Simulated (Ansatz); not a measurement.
## In under changes of volume

One of the cells (26.540 Å³/atom); the others are scaled copies at fixed shape and fractional positions:

```
CELL_PARAMETERS angstrom
3.33548 0.00000 0.00000
-1.66774 2.88861 0.00000
0.00000 0.00000 5.50914
ATOMIC_POSITIONS crystal
In 0.66667 0.33333 0.75000
In 0.33333 0.66667 0.25000
```

This isn't the form of In at room conditions, which is tetragonal.

| Property | Result |
| --- | --- |
| Program | Ansatz 0.2.0 |
| Functional | PBE |
| Potentials or basis | Ansatz PAW |
| Cutoff | 420 eV (not typed: the program's choice for these potentials) |
| k mesh | 9 × 9 × 5 |
| Occupations | fermi-dirac, width 0.05 eV |
| Spin | no spin polarisation |

| volume (Å³/atom) | energy over the lowest point (meV/atom) | pressure (GPa) |
| --- | --- | --- |
| 24.948 | ? | ? |
| 25.478 | 19.96 | 3.4 |
| 26.009 | 10.64 | 2.4 |
| 26.540 | 4.51 | 1.5 |
| 27.071 | 1.12 | 0.7 |
| 27.602 | 0.00 | 0.1 |
| 28.133 | 0.77 | -0.5 |

Q: What does the run at 24.948 Å³/atom give?

A: Energy over the lowest point 32.87 meV/atom; pressure 4.5 GPa.

Worked out: A Birch-Murnaghan fit of order 3 (a polynomial in V^(-2/3)) to the other rows has its minimum at 27.63 Å³/atom with B0 = V·E''(V) = 29 GPa (rough, since the energies scatter) at fixed shape and positions, which overstates the stiffness. It gives 33.07 meV/atom at 24.948 Å³/atom, against the run's 32.87, and -dE/dV = 4.6 GPa, against 4.5.

Energies are extrapolated to zero smearing.
